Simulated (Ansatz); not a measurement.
**C: what symmetry allows forces and stress to be**

```yaml
crystal:
  lattice:
    - [0.00000, 2.12700, 3.34800]
    - [1.22800, 0.00000, 3.34800]
    - [1.22800, 2.12700, 0.00000]
  atoms:
    - { symbol: C, position: [0.16667, 0.83333, 0.16667] }
    - { symbol: C, position: [0.84677, 0.18011, 0.81989] }
```

Method: DFT PBE, scalar-relativistic, plane waves, PAW in Ansatz 0.2.0.

Settings: cutoff 420 eV, Γ-centred mesh 14×14×14 on the computed 2-atom cell, Gaussian smearing of 0.02 eV; no spin polarisation.

This distorted cell has space group C2/m, with 4 operations.

**Question.** Without a calculation: in which directions can each atom feel a force?

**Answer.** A force must be left unchanged by every operation that keeps its atom in place, so it lies in the space that those operations leave fixed. Atoms that the group maps onto each other feel forces of one size.
```
atom site symmetry operations at the site equivalent to atom allowed force (Cartesian)
  C1              m                       2                   1  in the plane normal to (1.00, 0.00, 0.00)
  C2              m                       2                   1  in the plane normal to (1.00, 0.00, 0.00)
```

That leaves 2 independent force components of 6. A relaxation in this cell that keeps the symmetry moves the atoms in these directions alone.

**Question.** And the stress tensor?

**Answer.** It must be invariant under the point group, which leaves 4 independent components: xz, xy vanish.

**Question.** Do the computed values obey this?

**Answer.** Yes. Forces (eV/Å):
```
C1   0.000  0.033  1.497
C2   0.000 -0.033 -1.497
```

Stress (GPa, compression positive, xx yy zz yz xz xy): 4.77 4.77 2.72 0.07 0.00 0.00. The program imposes the same operations on density, forces and stress, so this confirms the analysis and is no independent test of the calculation.

The cell holds layers, and where no dispersion correction was added their binding is poorly described.

This form isn't the element's structure at ambient conditions.